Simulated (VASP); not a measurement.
# AlN in VASP: one cell, several levels of theory

What does VASP give for AlN in the rocksalt structure, under +3.0 % equal strain in all directions, the cell held fixed? Runs: PBE, r2SCAN. The results are then set beside those of Ansatz 0.2.0 for the same cell. This is a trial cell built on a prototype, not taken from a measured structure, and it needn't be the compound's ground state.

Program: VASP 6.6.1. PAW datasets, plane waves. No spin polarisation and no zero-point or thermal motion; the cell was built from a prototype and may be hypothetical.

**1. The system as given**

The cell comes from an earlier relaxation with r2SCAN in another program.

The symmetry is Fm-3m (No. 225, cubic); conventional cell a = 4.159 Å, 8.99 Å³ an atom. Near Al stand 6 N at 2.08 Å; near N stand 6 Al at 2.08 Å.

Coordinates:

```cif
data_structure
_symmetry_space_group_name_H-M 'Fm-3m'
_symmetry_Int_Tables_number 225
_cell_length_a 4.1589
_cell_length_b 4.1589
_cell_length_c 4.1589
_cell_angle_alpha 90.000
_cell_angle_beta 90.000
_cell_angle_gamma 90.000
_cell_volume 71.93
loop_
_atom_site_label
_atom_site_type_symbol
_atom_site_symmetry_multiplicity
_atom_site_Wyckoff_symbol
_atom_site_fract_x
_atom_site_fract_y
_atom_site_fract_z
_atom_site_occupancy
Al1 Al 4 a 0.00000 0.00000 0.00000 1
N1 N 4 b 0.50000 0.00000 0.00000 1
```

**2. PBE**

File INCAR:

```
ENCUT = 520.000000
SIGMA = 0.020000
EDIFF = 1.00e-07
GGA = PE
PREC = Accurate
IBRION = -1
ISIF = 2
ISMEAR = -1
NBANDS = 11
NELM = 120
NSW = 0
LASPH = .TRUE.
LCHARG = .FALSE.
LWAVE = .FALSE.
LREAL = .FALSE.
```

File KPOINTS:

```
KPOINTS created by Atomic Simulation Environment
0
Gamma
10 10 10
0 0 0
```

File KPOINTS_OPT:

```
special points
7
Reciprocal
0.0000000000 0.0000000000 0.0000000000 1
0.5000000000 0.0000000000 0.5000000000 1
0.6250000000 0.2500000000 0.6250000000 1
0.3750000000 0.3750000000 0.7500000000 1
0.5000000000 0.5000000000 0.5000000000 1
0.5000000000 0.2500000000 0.7500000000 1
0.0000000000 0.5000000000 0.5000000000 1
```

File POSCAR:

```
Al N
 1.0000000000000000
     0.0000000000000000    2.0794345057000001    2.0794345057000001
     2.0794345057000001    0.0000000000000000    2.0794345057000001
     2.0794345057000001    2.0794345057000001    0.0000000000000000
 Al  N
   1   1
Cartesian
  0.0000000000000000  0.0000000000000000  0.0000000000000000
  2.0794345057000001  2.0794345057000001  2.0794345057000001
```

Potentials: the recommended PBE PAW datasets, 8 valence electrons in the neutral cell.

Launch:

```console
$ mpirun -np 1 vasp_std
```

Printed to the terminal (iteration lines stand in OSZICAR):

```text
POSCAR found type information on POSCAR AlN
 POSCAR found :  2 types and       2 ions
 LDA part: xc-table for (Slater+PW92), standard interpolation
 POSCAR, INCAR and KPOINTS ok, starting setup
 FFT: planning ... GRIDC
 FFT: planning ... GRID_SOFT
 FFT: planning ... GRID
 WAVECAR not read
 entering main loop
 Start KPOINTS_OPT (optional k-point list driver)
k-point batch [1-7\7]
```

OSZICAR:

```text
N       E                     dE             d eps       ncg     rms          rms(c)
DAV:   1     0.108839807669E+02    0.10884E+02   -0.39549E+03  1050   0.619E+02
DAV:   2    -0.153944009909E+02   -0.26278E+02   -0.24347E+02  1263   0.136E+02
DAV:   3    -0.161701389953E+02   -0.77574E+00   -0.77358E+00  1236   0.220E+01
DAV:   4    -0.161734717018E+02   -0.33327E-02   -0.33324E-02  1163   0.154E+00
DAV:   5    -0.161734993769E+02   -0.27675E-04   -0.27675E-04  1207   0.139E-01    0.730E+00
DAV:   6    -0.145079235827E+02    0.16656E+01   -0.79661E+00  1136   0.144E+01    0.253E+00
DAV:   7    -0.144995381922E+02    0.83854E-02   -0.13993E-01  1139   0.290E+00    0.170E+00
DAV:   8    -0.144926688882E+02    0.68693E-02   -0.18015E-02  1088   0.117E+00    0.332E-01
DAV:   9    -0.144922954701E+02    0.37342E-03   -0.15962E-03  1178   0.232E-01    0.146E-01
DAV:  10    -0.144923609556E+02   -0.65485E-04   -0.13707E-04  1147   0.884E-02    0.345E-02
DAV:  11    -0.144923567464E+02    0.42091E-05   -0.12026E-05  1220   0.193E-02    0.803E-03
DAV:  12    -0.144923563663E+02    0.38015E-06   -0.54804E-07  1147   0.611E-03    0.104E-03
DAV:  13    -0.144923563110E+02    0.55310E-07   -0.61846E-09   616   0.588E-04
   1 F= -.14492356E+02 E0= -.14492356E+02  d E =-.379036E-11
       N       E                     dE             ncg
DAV:   1     0.655839229509E+03   -0.18686E+04      154
DAV:   2     0.475052698427E+03   -0.18079E+03      203
DAV:   3     0.468105177604E+03   -0.69475E+01      181
DAV:   4     0.468068280656E+03   -0.36897E-01      192
DAV:   5     0.468067903216E+03   -0.37744E-03      181
DAV:   6     0.468067897612E+03   -0.56045E-05      198
DAV:   7     0.468067897522E+03   -0.89443E-07      173
```

The lines after F= are the extra pass for the points of KPOINTS_OPT, at fixed density; their E is not a total energy.

From OUTCAR:

```text
k-points           NKPTS =     47   k-points in BZ     NKDIM =     47   number of bands    NBANDS=     11

   NELECT =       8.0000    total number of electrons

   dimension x,y,z NGX =    24 NGY =   24 NGZ =   24
   dimension x,y,z NGXF=    48 NGYF=   48 NGZF=   48

  energy-cutoff  :      520.00
  volume of cell :       17.98
      direct lattice vectors                 reciprocal lattice vectors
     0.000000000  2.079434506  2.079434506    -0.240449987  0.240449987  0.240449987
     2.079434506  0.000000000  2.079434506     0.240449987 -0.240449987  0.240449987
     2.079434506  2.079434506  0.000000000     0.240449987  0.240449987 -0.240449987

 k-points in reciprocal lattice and weights: KPOINTS created by Atomic Simulation Env
   0.00000000  0.00000000  0.00000000       0.001
   0.10000000  0.00000000  0.00000000       0.008
   0.20000000  0.00000000  0.00000000       0.008
   0.30000000  0.00000000  0.00000000       0.008
   0.40000000  0.00000000  0.00000000       0.008
   0.50000000  0.00000000  0.00000000       0.004
   0.10000000  0.10000000  0.00000000       0.006
   0.20000000  0.10000000  0.00000000       0.024
[... 39 more k-points ...]

 E-fermi :   9.3125

 k-point     1 :       0.0000    0.0000    0.0000
  band No.  band energies     occupation
      1      -7.9065      2.00000
      2       8.9045      2.00000
      3       8.9045      2.00000
      4       8.9045      2.00000
      5      13.4142      0.00000
      6      20.7943      0.00000
      7      20.7943      0.00000
      8      20.7943      0.00000
      9      25.7128      0.00000
     10      26.0773      0.00000
     11      26.0773      0.00000

 k-point     2 :       0.1000    0.0000    0.0000
  band No.  band energies     occupation
      1      -7.7174      2.00000
      2       7.8834      2.00000
      3       8.7998      2.00000
      4       8.7998      2.00000
      5      14.1034      0.00000
      6      19.8816      0.00000
      7      21.0451      0.00000
      8      21.0451      0.00000
      9      24.2590      0.00000
     10      24.2590      0.00000
     11      25.9723      0.00000

 k-point     3 :       0.2000    0.0000    0.0000
  band No.  band energies     occupation
      1      -7.1698      2.00000
      2       5.8401      2.00000
      3       8.5448      2.00000
      4       8.5448      2.00000
      5      14.9371      0.00000
      6      19.1752      0.00000
      7      21.0123      0.00000
      8      21.0123      0.00000
      9      23.8240      0.00000
     10      23.8240      0.00000
     11      25.2683      0.00000

 k-point     4 :       0.3000    0.0000    0.0000
  band No.  band energies     occupation
      1      -6.3379      2.00000
      2       3.6738      2.00000
      3       8.2609      2.00000
      4       8.2609      2.00000
      5      14.9293      0.00000
      6      19.7490      0.00000
      7      20.1586      0.00000
      8      20.1586      0.00000
      9      24.5514      0.00000
     10      25.3226      0.00000
     11      25.3226      0.00000

 k-point     5 :       0.4000    0.0000    0.0000
  band No.  band energies     occupation
      1      -5.4312      2.00000
      2       1.8851      2.00000
      3       8.0517      2.00000
      4       8.0517      2.00000
      5      14.6388      0.00000
      6      19.4745      0.00000
      7      19.4745      0.00000
      8      20.6148      0.00000
      9      24.1798      0.00000
     10      27.4137      0.00000
     11      27.4137      0.00000

 k-point     6 :       0.5000    0.0000    0.0000
  band No.  band energies     occupation
      1      -4.9742      2.00000
      2       1.1222      2.00000
      3       7.9759      2.00000
      4       7.9759      2.00000
      5      14.5152      0.00000
      6      19.2334      0.00000
      7      19.2334      0.00000
      8      20.9428      0.00000
      9      24.1361      0.00000
     10      28.6374      0.00000
     11      28.6374      0.00000

 k-point     7 :       0.1000    0.1000    0.0000
  band No.  band energies     occupation
      1      -7.6549      2.00000
      2       7.9385      2.00000
      3       8.5717      2.00000
      4       8.5717      2.00000
      5      14.3698      0.00000
      6      19.3445      0.00000
      7      21.2850      0.00000
      8      21.2850      0.00000
      9      22.5123      0.00000
     10      26.3812      0.00000
     11      26.9742      0.00000

 k-point     8 :       0.2000    0.1000    0.0000
  band No.  band energies     occupation
      1      -7.2279      2.00000
      2       6.4235      2.00000
      3       8.2352      2.00000
      4       8.3567      2.00000
      5      15.2571      0.00000
      6      18.4762      0.00000
      7      20.5805      0.00000
      8      21.6043      0.00000
      9      22.3257      0.00000
     10      25.5930      0.00000
     11      26.7946      0.00000

 k-point     9 :       0.3000    0.1000    0.0000
  band No.  band energies     occupation
      1      -6.4890      2.00000
      2       4.4058      2.00000
      3       7.9339      2.00000
      4       7.9987      2.00000
      5      15.5692      0.00000
      6      18.8092      0.00000
      7      19.3115      0.00000
      8      21.1010      0.00000
      9      23.6363      0.00000
     10      26.2887      0.00000
     11      26.3694      0.00000

 k-point    10 :       0.4000    0.1000    0.0000
  band No.  band energies     occupation
      1      -5.5888      2.00000
      2       2.5313      2.00000
      3       7.5893      2.00000
      4       7.7668      2.00000
      5      15.3436      0.00000
      6      18.4610      0.00000
      7      20.0924      0.00000
      8      20.2862      0.00000
      9      24.8035      0.00000
     10      26.4192      0.00000
     11      28.0728      0.00000

 k-point    11 :       0.5000    0.1000    0.0000
  band No.  band energies     occupation
      1      -4.9248      2.00000
      2       1.3931      2.00000
      3       7.2765      2.00000
      4       7.7763      2.00000
      5      15.2052      0.00000
      6      18.1717      0.00000
      7      19.7313      0.00000
      8      20.9519      0.00000
      9      25.2013      0.00000
     10      27.5141      0.00000
     11      28.8877      0.00000

 k-point    12 :      -0.4000    0.1000    0.0000
  band No.  band energies     occupation
      1      -5.0808      2.00000
      2       1.6485      2.00000
      3       7.1466      2.00000
      4       7.9566      2.00000
      5      15.2842      0.00000
      6      18.3990      0.00000
      7      19.6057      0.00000
      8      20.7907      0.00000
      9      25.4401      0.00000
     10      27.2725      0.00000
     11      28.0906      0.00000

 k-point    13 :      -0.3000    0.1000    0.0000
  band No.  band energies     occupation
      1      -5.8910      2.00000
      2       3.1139      2.00000
      3       7.2429      2.00000
      4       8.2578      2.00000
      5      15.5358      0.00000
      6      19.1064      0.00000
      7      19.7776      0.00000
      8      19.9697      0.00000
      9      24.9063      0.00000
     10      25.8086      0.00000
     11      27.2524      0.00000

 k-point    14 :      -0.2000    0.1000    0.0000
  band No.  band energies     occupation
      1      -6.7646      2.00000
      2       5.0680      2.00000
      3       7.5813      2.00000
      4       8.5838      2.00000
      5      15.6269      0.00000
      6      18.8070      0.00000
      7      20.1480      0.00000
      8      20.8419      0.00000
      9      22.9079      0.00000
     10      25.6898      0.00000
     11      26.4615      0.00000

 k-point    15 :      -0.1000    0.1000    0.0000
  band No.  band energies     occupation
      1      -7.4090      2.00000
      2       6.8708      2.00000
      3       8.1765      2.00000
      4       8.8025      2.00000
      5      14.8985      0.00000
      6      19.0505      0.00000
      7      21.0457      0.00000
      8      21.4732      0.00000
      9      22.3803      0.00000
     10      24.6618      0.00000
     11      26.7277      0.00000

 k-point    16 :       0.2000    0.2000    0.0000
  band No.  band energies     occupation
      1      -6.9314      2.00000
      2       6.1438      2.00000
      3       7.8177      2.00000
      4       7.8177      2.00000
      5      15.7562      0.00000
      6      17.2676      0.00000
      7      19.6078      0.00000
      8      22.3826      0.00000
      9      22.3826      0.00000
     10      27.2729      0.00000
     11      28.8290      0.00000

[... the tables of k-points 17 to 47 left out ...]

  Total       -1.6225971     -1.6225971     -1.6225971     -0.0000000      0.0000000     -0.0000000
  in kB     -144.5624671   -144.5624671   -144.5624671     -0.0000000      0.0000000     -0.0000000
  external PRESSURE =    -144.5624671 kB  Pullay stress =       0.0000000 kB

 POSITION                                       TOTAL-FORCE (eV/Angst)
 -----------------------------------------------------------------------------------
      0.00000      0.00000      0.00000        -0.000000      0.000000     -0.000000
      2.07943      2.07943      2.07943         0.000000     -0.000000      0.000000
 -----------------------------------------------------------------------------------
    total drift:                               -0.000000     -0.000000      0.000000

  FREE ENERGIE OF THE ION-ELECTRON SYSTEM (eV)
  ---------------------------------------------------
  free  energy   TOTEN  =       -14.4923563110 eV

  energy  without entropy=      -14.4923563110  energy(sigma->0) =      -14.49235631
```

Hardware: 1 MPI rank of Intel Xeon Platinum 8488C, shared host.

The levels at the points of KPOINTS_OPT are read from vasprun.xml.

Levels at the named points, in eV from the top of band v (v: the last filled band by count, c: the next):

```csv
point,v−1,v,c,c+1
Γ,0.00,0.00,4.51,11.89
X,-2.58,-2.58,3.82,5.43
U,-5.10,-2.10,5.29,8.76
K,-5.10,-2.10,5.29,8.76
L,-0.93,-0.93,5.61,10.33
W,-5.25,-3.70,7.24,10.25
```

Gap with PBE: 3.82 eV, valence top at Γ, conduction bottom at X. Least direct gap: 4.51 eV. The pressure is -14.46 GPa; the forces vanish within 0.01 eV/Å.

[end of part 1 of 2]
